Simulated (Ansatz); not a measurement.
Lattice vibrations of NaCl at Γ at -1 GPa

Method: DFT PBE, scalar-relativistic, plane waves, PAW in Ansatz 0.2.0. Plane waves to 420 eV; Γ-centred k mesh 8×8×8; fixed occupations. No spin polarisation. Phonons by linear response, acoustic sum rule imposed.

The cell, relaxed at -1 GPa:
```yaml
crystal:
  lattice:
    - [0.00000, 2.89300, 2.89300]
    - [2.89300, 0.00000, 2.89300]
    - [2.89300, 2.89300, 0.00000]
  atoms:
    - { symbol: Na, position: [0.00000, 0.00000, 0.00000] }
    - { symbol: Cl, position: [0.50000, 0.50000, 0.50000] }
```

Optical modes at Γ (transverse, no macroscopic field); i marks an imaginary frequency:
| frequency (cm⁻¹) | degeneracy | IR intensity of the level ((D/Å)²/amu) |
| --- | --- | --- |
| 132 | 3 | 6.19 |

All 3 optical modes at Γ are real: no displacement of atoms at fixed cell lowers the energy to second order. Strains and modes at other wave vectors aren't tested by this run.

```json
{
 "Electronic dielectric constant ε∞ (principal values)": "2.44",
 "Static dielectric constant ε0 (principal values)": "7.7",
 "Refractive index √ε∞, mean": "1.56",
 "Kohn–Sham gap on the mesh": "4.83 eV",
 "Cost": "27 s on 1 thread of Arm Neoverse N1, with other jobs on the host, peak memory 0.45 GiB"
}
```

Born effective charges (e):
```tsv
atom	Z*xx	Z*yy	Z*zz	mean
Na (atom 1)	1.12	1.12	1.12	1.12
Cl (atom 2)	-1.12	-1.12	-1.12	-1.12
```